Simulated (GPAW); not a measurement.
Crystal: Al2Pt.

```xyz
3
Lattice="0.0000 2.9550 2.9550 2.9550 0.0000 2.9550 2.9550 2.9550 0.0000" Properties=species:S:1:pos:R:3 pbc="T T T"
Pt    0.0000    0.0000    0.0000
Al    4.4325    4.4325    4.4325
Al    1.4775    1.4775    1.4775
```

Base run:

| Quantity | Value |
| --- | --- |
| Program | GPAW 26.7.0 |
| Functional | LDA |
| Potentials or basis | the program's PAW data sets (release 1.2.1) made for this functional |
| Cutoff | 600 eV |
| Basis | pw |
| k mesh | 8 × 8 × 8 |
| Occupations | fermi-dirac, width 0.05 eV |
| Spin | no spin polarisation |

Its results: pressure -3.6 GPa.

Question: The run is repeated on the same cell with these changes: functional from LDA to PBEsol; potentials or basis from the program's PAW data sets (release 1.2.1) made for this functional to PAW data sets generated in the run's folder for this functional. What comes out?

Answer: Pressure -0.5 GPa.

Not every run made on this cell is shown here.
